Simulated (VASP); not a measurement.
# SnTe (F-43m) in VASP: further runs

The runs below take SnTe through phonons, Born charges and dielectric tensor, with PBEsol, LDA.

Program: VASP 6.6.1. These are calculated values, not measurements. Logs are shortened: lines on timing, memory, paths and dates and some standing lists are left out, and cuts for length are marked.

## 1. The crystal as given

It takes space group F-43m (No. 216, cubic). The conventional cell has a = 7.222 Å, b = 7.222 Å, c = 7.222 Å, α = 90.00°, β = 90.00°, γ = 90.00°. Around Te (site symmetry -43m) lie 4 Sn at 3.13 Å. Sn (site symmetry -43m) has 4 Te at 3.13 Å as nearest neighbours.

Measurements of this composition are mostly on another form, of space group No. 225.

## 2. Phonons, PBEsol

The input, POSCAR:

```
SnTe
1.0
    0.0000000000      3.6111460000      3.6111460000
    3.6111460000      0.0000000000      3.6111460000
    3.6111460000      3.6111460000      0.0000000000
Te Sn
1 1
Direct
    0.2500000000      0.2500000000      0.2500000000
    0.0000000000      0.0000000000      0.0000000000
```

The input, INCAR.step1:

```
SYSTEM = SnTe
ALGO     = Normal         ! electronic algorithm
EDIFF    = 1E-8           ! SCF threshold, eV
EDIFFG   = -0.002         ! ionic threshold
ENCUT    = 600            ! plane-wave cutoff, eV
GGA      = PS             ! functional
IBRION   = 2              ! ionic algorithm
ISIF     = 3              ! what is computed and relaxed
ISMEAR   = 0              ! smearing method
LASPH    = .TRUE.         ! aspherical terms in the spheres
LCHARG   = .FALSE.        ! write CHGCAR
LREAL    = .FALSE.        ! projectors in reciprocal space
LWAVE    = .FALSE.        ! write WAVECAR
NELM     = 100            ! most SCF steps
NSW      = 40             ! ionic steps
PREC     = Accurate       ! precision mode
SIGMA    = 0.02           ! smearing width, eV
```

The input, INCAR.step2:

```
SYSTEM = SnTe
ALGO     = Normal         ! electronic algorithm
EDIFF    = 1E-8           ! SCF threshold, eV
ENCUT    = 600            ! plane-wave cutoff, eV
GGA      = PS             ! functional
IBRION   = 8              ! ionic algorithm
ISIF     = 2              ! what is computed and relaxed
ISMEAR   = 0              ! smearing method
LASPH    = .TRUE.         ! aspherical terms in the spheres
LCHARG   = .FALSE.        ! write CHGCAR
LEPSILON = .TRUE.         ! dielectric tensor by DFPT
LREAL    = .FALSE.        ! projectors in reciprocal space
LWAVE    = .FALSE.        ! write WAVECAR
NELM     = 100            ! most SCF steps
NSW      = 1              ! ionic steps
PREC     = Accurate       ! precision mode
SIGMA    = 0.02           ! smearing width, eV
```

The input, KPOINTS:

```
k-points
0
G
  8 8 8
  0 0 0
```

Potentials or basis: VASP PAW PBE potentials, release 64 (Te, Sn_d).

Launch:

```
$ cat potpaw_PBE.64/Te/POTCAR potpaw_PBE.64/Sn_d/POTCAR > POTCAR
$ cp INCAR.step1 INCAR
$ mpirun -np 1 vasp_std > vasp.out
$ cp CONTCAR POSCAR
$ cp INCAR.step2 INCAR
$ mpirun -np 1 vasp_std > vasp.out
```

OUTCAR:

```text
SYSTEM = SnTe
   EDIFF = 1E-8
   ENCUT = 600
   GGA = PS
   IBRION = 8
   ISIF = 2
   ISMEAR = 0
   LASPH = .TRUE.
   LEPSILON = .TRUE.
   LREAL = .FALSE.
   NELM = 100
   NSW = 1
   PREC = Accurate

 ion  position               nearest neighbor table
   1  0.250  0.250  0.250-   2 3.07   2 3.07   2 3.07   2 3.07
   2  0.000  0.000  0.000-   1 3.07   1 3.07   1 3.07   1 3.07

  LATTYP: Found a face centered cubic cell.
 ALAT       =     7.0791487884

  Lattice vectors:

 A1 = (   0.0000000000,   3.5395743942,   3.5395743942)
 A2 = (   3.5395743942,   0.0000000000,   3.5395743942)
 A3 = (   3.5395743942,   3.5395743942,   0.0000000000)

Analysis of symmetry for initial positions (statically):
=====================================================================
 Subroutine PRICEL returns:
 Original cell was already a primitive cell.

 Routine SETGRP: Setting up the symmetry group for a
 face centered cubic supercell.

 Subroutine GETGRP returns: Found 24 space group operations
 (whereof 24 operations were pure point group operations)
 out of a pool of 48 trial point group operations.

The static configuration has the point symmetry T_d .

Analysis of symmetry for dynamics (positions and initial velocities):
=====================================================================
 Subroutine PRICEL returns:
 Original cell was already a primitive cell.

 Routine SETGRP: Setting up the symmetry group for a
 face centered cubic supercell.

 Subroutine GETGRP returns: Found 24 space group operations
 (whereof 24 operations were pure point group operations)
 out of a pool of 48 trial point group operations.

The dynamic configuration has the point symmetry T_d .

 Subroutine INISYM returns: Found 24 space group operations
 (whereof 24 operations are pure point group operations),
 and found     1 'primitive' translations

----------------------------------------------------------------------------------------

                                     Primitive cell

  volume of cell :      88.6917

  direct lattice vectors                    reciprocal lattice vectors
     0.000000000  3.539574394  3.539574394    -0.141259921  0.141259921  0.141259921
     3.539574394  0.000000000  3.539574394     0.141259921 -0.141259921  0.141259921
     3.539574394  3.539574394  0.000000000     0.141259921  0.141259921 -0.141259921

  length of vectors
     5.005714113  5.005714113  5.005714113     0.244669361  0.244669361  0.244669361

  position of ions in fractional coordinates (direct lattice)
     0.250000000  0.250000000  0.250000000
     0.000000000  0.000000000  0.000000000

  ion indices of the primitive-cell ions
   primitive index   ion index
                 1           1
                 2           2

----------------------------------------------------------------------------------------

 KPOINTS: k-points

Automatic generation of k-mesh.
 Grid dimensions read from file:
 generate k-points for:    8    8    8

 Generating k-lattice:
[... 557 lines left out ...]

 Free energy of the ion-electron system (eV)
  ---------------------------------------------------
  ---------------------------------------------------
  free energy    TOTEN  =        -3.66734028 eV

  energy without entropy =       -3.66734028

------------------------ aborting loop because EDIFF is reached ----------------------------------------

--------------------------------------- Ionic step        2  -------------------------------------------

------------------------ aborting loop because EDIFF is reached ----------------------------------------

--------------------------------------- Ionic step        3  -------------------------------------------

------------------------ aborting loop because EDIFF is reached ----------------------------------------

 PIEZOELECTRIC TENSOR FIELD DIRECTION 3  (e Angst)
 -----------------------------------------------------------------------------
     0.00902 -5.55683  0.00000           ( -0.00000 -0.03043  0.00000)
    -5.55683  0.00902  0.00000           ( -0.03043 -0.00000  0.00000)
     0.00000  0.00000 -0.01743           (  0.00000  0.00000 -0.00000)

 PIEZOELECTRIC TENSOR FIELD DIRECTION 3  (C/m^2)
 -----------------------------------------------------------------------------
     0.00163 -1.00382  0.00000
    -1.00382  0.00163  0.00000
     0.00000  0.00000 -0.00315

--------------------------------------- Ionic step        4  -------------------------------------------

------------------------ aborting loop because EDIFF is reached ----------------------------------------

[... ionic steps 5 to 6 ...]

--------------------------------------- Ionic step        7  -------------------------------------------

 Free energy of the ion-electron system (eV)
  ---------------------------------------------------
  ---------------------------------------------------
  free energy    TOTEN  =        -0.22247617 eV

  energy without entropy =       -0.22247617

------------------------ aborting loop because EDIFF is reached ----------------------------------------

 INTERNAL STRAIN TENSOR  FOR ION    2  DIRECTION 1   (eV/Angst):
 -----------------------------------------------------------------------------
     0.00525  0.00000  0.00000
     0.00000  0.00109  4.67152
     0.00000  4.67152  0.00109

 MACROSCOPIC STATIC DIELECTRIC TENSOR (including local field effects in DFT)
 ------------------------------------------------------
          15.208580     0.000000    -0.000000
           0.000000    15.208580     0.000000
          -0.000000    -0.000000    15.208580
 ------------------------------------------------------

 PIEZOELECTRIC TENSOR (including local field effects)  for field in x, y, z        (e  Angst)
          XX          YY          ZZ          XY          YZ          ZX
  --------------------------------------------------------------------------------
  x     0.00000     0.00000    -0.00000     0.00000    -5.54590     0.00000
  y    -0.00000    -0.00000     0.00000     0.00000     0.00000    -5.54590
  z     0.00000    -0.00000     0.00000    -5.54590     0.00000     0.00000

 PIEZOELECTRIC TENSOR (including local field effects)  for field in x, y, z        (C/m^2)
          XX          YY          ZZ          XY          YZ          ZX
  --------------------------------------------------------------------------------
  x     0.00000     0.00000    -0.00000     0.00000    -1.00184     0.00000
  y    -0.00000    -0.00000     0.00000     0.00000     0.00000    -1.00184
  z     0.00000    -0.00000     0.00000    -1.00184     0.00000     0.00000

 BORN EFFECTIVE CHARGES (including local field effects) (in |e|, cummulative output)
 ---------------------------------------------------------------------------------
 ion    1
    1    -2.17301     0.00000    -0.00000
    2     0.00000    -2.17301     0.00000
    3    -0.00000     0.00000    -2.17301
 ion    2
    1     2.17301     0.00000     0.00000
    2     0.00000     2.17301    -0.00000
    3     0.00000    -0.00000     2.17301

 INTERNAL STRAIN TENSOR FOR ION    2 for displacements in x,y,z  (eV/Angst):
          X           Y           Z          XY          YZ          ZX
  --------------------------------------------------------------------------------
  x     0.00000     0.00000     0.00000     0.00000     4.67152     0.00000
  y     0.00000    -0.00000     0.00000     0.00000     0.00000     4.67152
  z     0.00000     0.00000     0.00000     4.67152     0.00000     0.00000

 SECOND DERIVATIVES (NOT SYMMETRIZED)
 ------------------------------------
               1X          1Y          1Z          2X          2Y          2Z
  1X    -2.763559    0.000000    0.000000    2.763559    0.000000    0.000000
  1Y     0.000000   -2.763559    0.000000    0.000000    2.763559    0.000000
  1Z     0.000000    0.000000   -2.763559    0.000000    0.000000    2.763559
  2X     2.755789    0.000000    0.000000   -2.755789    0.000000    0.000000
  2Y     0.000000    2.755789    0.000000    0.000000   -2.755789    0.000000
  2Z     0.000000    0.000000    2.755789    0.000000    0.000000   -2.755789

 Eigenvectors and eigenvalues of the dynamical matrix
 ----------------------------------------------------

   1 f  =    3.311622 THz    20.807532 2PiTHz  110.463807 cm-1    13.695760 meV
             X         Y         Z           dx          dy          dz
      1.769787  1.769787  1.769787     0.000000    0.694735   -0.000000
      0.000000  0.000000  0.000000    -0.000000   -0.719266   -0.000000
[... 21 lines left out ...]
   6 f/i=    0.002330 THz     0.014638 2PiTHz    0.077710 cm-1     0.009635 meV
             X         Y         Z           dx          dy          dz
      1.769787  1.769787  1.769787    -0.660620   -0.014343    0.284111
      0.000000  0.000000  0.000000    -0.638089   -0.013854    0.274421

--------------------------------------------------------------------------------------------------------

 MACROSCOPIC STATIC DIELECTRIC TENSOR IONIC CONTRIBUTION
 ------------------------------------------------------
           3.490972    -0.000000     0.000000
          -0.000000     3.490972    -0.000000
           0.000000    -0.000000     3.490972
 ------------------------------------------------------

 ELASTIC MODULI CONTR FROM IONIC RELAXATION (kBar)
 Direction    XX          YY          ZZ          XY          YZ          ZX
 --------------------------------------------------------------------------------
 XX          -0.0000      0.0000      0.0000      0.0000      0.0000      0.0000
 YY           0.0000     -0.0000      0.0000      0.0000      0.0000      0.0000
 ZZ           0.0000      0.0000     -0.0000     -0.0000      0.0000      0.0000
 XY           0.0000      0.0000     -0.0000   -137.8609      0.0000      0.0000
 YZ           0.0000      0.0000      0.0000      0.0000   -137.8609      0.0000
 ZX           0.0000      0.0000      0.0000      0.0000      0.0000   -137.8609
 --------------------------------------------------------------------------------

 PIEZOELECTRIC TENSOR IONIC CONTR  for field in x, y, z        (C/m^2)
          XX          YY          ZZ          XY          YZ          ZX
  --------------------------------------------------------------------------------
  x    -0.00000     0.00000     0.00000     0.00000     0.65278     0.00000
  y     0.00000    -0.00000    -0.00000    -0.00000     0.00000     0.65278
  z    -0.00000     0.00000     0.00000     0.65278     0.00000    -0.00000
```

It took 10 min on 1 thread of Intel Xeon 6975P-C (Granite Rapids), shared host; peak memory 0.57 GiB.

What came out:

| Item | Value |
| --- | --- |
| Relaxed volume | 44.35 Å³/atom |
| Relaxed cell | a = 5.006 Å, b = 5.006 Å, c = 5.006 Å, α = 60.00°, β = 60.00°, γ = 60.00° |
| Space group after relaxing (to 0.05 Å) | F-43m (No. 216) |
| Electronic dielectric tensor (diagonal) | 15.21 |
| Born charges (mean of the diagonal) | Te -2.17; Sn +2.17 e |
| Highest phonon frequency at Γ, LO-TO splitting left out | 110 cm⁻¹ |

Step by step:
```tsv
step	energy change (eV)	largest force (eV/Å)	pressure (GPa)	volume (Å³)
1	0.0000	0.0000	-1.37	94.18
2	-0.0248	0.0000	-0.04	88.81
3	-0.0249	0.0000	0.00	88.69
```

Final structure:
```cif
data_structure
_symmetry_space_group_name_H-M 'P 1'
_symmetry_Int_Tables_number 1
_cell_length_a 5.0057
_cell_length_b 5.0057
_cell_length_c 5.0057
_cell_angle_alpha 60.000
_cell_angle_beta 60.000
_cell_angle_gamma 60.000
_cell_volume 88.69
loop_
_atom_site_label
_atom_site_type_symbol
_atom_site_fract_x
_atom_site_fract_y
_atom_site_fract_z
_atom_site_occupancy
Te1 Te 0.25000 0.25000 0.25000 1
Sn1 Sn 0.00000 0.00000 0.00000 1
```

Phonon frequencies in cm⁻¹ (negative: imaginary):
| q point | frequencies |
| --- | --- |
| (0.000, 0.000, 0.000) | 0 0 0 110 110 110 |

Electronic dielectric tensor:
```
15.21  0.00  0.00
 0.00 15.21  0.00
 0.00  0.00 15.21
```

Born effective charge tensors (e):
atom 1, Te
```
-2.17  0.00  0.00
 0.00 -2.17  0.00
 0.00  0.00 -2.17
```
atom 2, Sn
```
2.17 0.00 0.00
0.00 2.17 0.00
0.00 0.00 2.17
```

Caveat: the PAW data sets were made with another functional, which shifts forces and pressure a little. The run has no spin-orbit coupling, so splittings on Te are missing.

## 3. Born charges and dielectric tensor, LDA

The input, INCAR:

```
SYSTEM = SnTe
ALGO     = Normal         ! electronic algorithm
EDIFF    = 1E-8           ! SCF threshold, eV
ENCUT    = 520            ! plane-wave cutoff, eV
GGA      = CA             ! functional
IBRION   = 8              ! ionic algorithm
ISIF     = 2              ! what is computed and relaxed
ISMEAR   = 0              ! smearing method
LASPH    = .TRUE.         ! aspherical terms in the spheres
LCHARG   = .FALSE.        ! write CHGCAR
LEPSILON = .TRUE.         ! dielectric tensor by DFPT
LREAL    = .FALSE.        ! projectors in reciprocal space
LWAVE    = .FALSE.        ! write WAVECAR
NELM     = 100            ! most SCF steps
PREC     = Accurate       ! precision mode
SIGMA    = 0.02           ! smearing width, eV
```

KPOINTS is that of step 2.

POSCAR is that of step 2.

Potentials or basis: VASP PAW LDA potentials, release 64 (Te, Sn_d).

Launch:

```
$ cat potpaw_LDA.64/Te/POTCAR potpaw_LDA.64/Sn_d/POTCAR > POTCAR
$ mpirun -np 1 vasp_std > vasp.out
```

OUTCAR:

```text
SYSTEM = SnTe
   EDIFF = 1E-8
   ENCUT = 520
   GGA = CA
   IBRION = 8
   ISIF = 2
   ISMEAR = 0
   LASPH = .TRUE.
   LEPSILON = .TRUE.
   LREAL = .FALSE.
   NELM = 100
   PREC = Accurate

 ion  position               nearest neighbor table
   1  0.250  0.250  0.250-   2 3.13   2 3.13   2 3.13   2 3.13
   2  0.000  0.000  0.000-   1 3.13   1 3.13   1 3.13   1 3.13

  LATTYP: Found a face centered cubic cell.
 ALAT       =     7.2222920000

  Lattice vectors:

 A1 = (   0.0000000000,   3.6111460000,   3.6111460000)
 A2 = (   3.6111460000,   0.0000000000,   3.6111460000)
 A3 = (   3.6111460000,   3.6111460000,   0.0000000000)

Analysis of symmetry for initial positions (statically):
=====================================================================
[... 711 lines left out ...]
  y     0.00000     0.00000     0.00000     0.00000     0.00000     3.10850
  z     0.00000     0.00000    -0.00000     3.10850     0.00000     0.00000

 SECOND DERIVATIVES (NOT SYMMETRIZED)
 ------------------------------------
               1X          1Y          1Z          2X          2Y          2Z
  1X    -2.168988    0.000000    0.000000    2.168988    0.000000    0.000000
  1Y     0.000000   -2.168988    0.000000    0.000000    2.168988    0.000000
  1Z     0.000000    0.000000   -2.168988    0.000000    0.000000    2.168988
  2X     2.167949    0.000000    0.000000   -2.167949    0.000000    0.000000
  2Y     0.000000    2.167949    0.000000    0.000000   -2.167949    0.000000
  2Z     0.000000    0.000000    2.167949    0.000000    0.000000   -2.167949

 Eigenvectors and eigenvalues of the dynamical matrix
 ----------------------------------------------------

   1 f  =    2.935604 THz    18.444942 2PiTHz   97.921199 cm-1    12.140676 meV
             X         Y         Z           dx          dy          dz
      1.805573  1.805573  1.805573     0.000000    0.694315    0.000000
      0.000000  0.000000  0.000000     0.000000   -0.719671    0.000000
[... 21 lines left out ...]
   6 f/i=    0.000352 THz     0.002209 2PiTHz    0.011727 cm-1     0.001454 meV
             X         Y         Z           dx          dy          dz
      1.805573  1.805573  1.805573     0.000000    0.000000    0.719671
      0.000000  0.000000  0.000000     0.000000    0.000000    0.694315

--------------------------------------------------------------------------------------------------------

 MACROSCOPIC STATIC DIELECTRIC TENSOR IONIC CONTRIBUTION
 ------------------------------------------------------
           3.938553     0.000000    -0.000000
           0.000000     3.938553    -0.000000
          -0.000000    -0.000000     3.938553
 ------------------------------------------------------

 ELASTIC MODULI CONTR FROM IONIC RELAXATION (kBar)
 Direction    XX          YY          ZZ          XY          YZ          ZX
 --------------------------------------------------------------------------------
 XX          -0.0000     -0.0000     -0.0000      0.0000      0.0000     -0.0000
 YY          -0.0000     -0.0000     -0.0000      0.0000      0.0000     -0.0000
 ZZ          -0.0000     -0.0000     -0.0000      0.0000      0.0000     -0.0000
 XY           0.0000      0.0000      0.0000    -72.3301      0.0000      0.0000
 YZ           0.0000      0.0000      0.0000      0.0000    -72.3301     -0.0000
 ZX          -0.0000     -0.0000     -0.0000      0.0000     -0.0000    -72.3301
 --------------------------------------------------------------------------------

 PIEZOELECTRIC TENSOR IONIC CONTR  for field in x, y, z        (C/m^2)
          XX          YY          ZZ          XY          YZ          ZX
  --------------------------------------------------------------------------------
  x    -0.00000    -0.00000    -0.00000    -0.00000     0.50223     0.00000
  y     0.00000     0.00000     0.00000    -0.00000     0.00000     0.50223
  z    -0.00000    -0.00000    -0.00000     0.50223    -0.00000    -0.00000
```

Wall time 9.7 min (1 thread of Intel Xeon 6975P-C (Granite Rapids), shared host); peak memory 0.51 GiB.

Results:

- Band gap on the k mesh: none (metal or under the smearing width)
- Electronic dielectric tensor (diagonal): 13.67
- Born charges (mean of the diagonal): Te -2.11; Sn +2.11 e
- Highest phonon frequency at Γ: 98 cm⁻¹

Levels at points of the mesh, in eV from the Fermi level:
```csv
k point,band 7,band 8,band 9,band 10,band 11,band 12,band 13,band 14
"(0.00, 0.00, 0.00)",-5.31,-1.93,-1.93,-1.93,0.95,0.95,0.95,3.86
"(0.50, 0.00, 0.00)",-7.08,-2.47,-2.47,-2.12,1.75,1.75,3.29,5.45
"(0.50, 0.50, 0.00)",-7.43,-3.13,-3.13,-0.73,-0.01,3.80,3.80,5.26
```

Phonon frequencies in cm⁻¹ (negative: imaginary):
```tsv
q point	frequencies
(0.000, 0.000, 0.000)	0 0 0 98 98 98
```

Electronic dielectric tensor:
```
13.67  0.00  0.00
 0.00 13.67  0.00
 0.00  0.00 13.67
```

Born effective charge tensors (e):
atom 1, Te
```
-2.11  0.00  0.00
 0.00 -2.11  0.00
 0.00  0.00 -2.11
```
atom 2, Sn
```
2.11 0.00 0.00
0.00 2.11 0.00
0.00 0.00 2.11
```

The run has no spin-orbit coupling, so splittings on Te are missing.

[end of part 1 of 2]
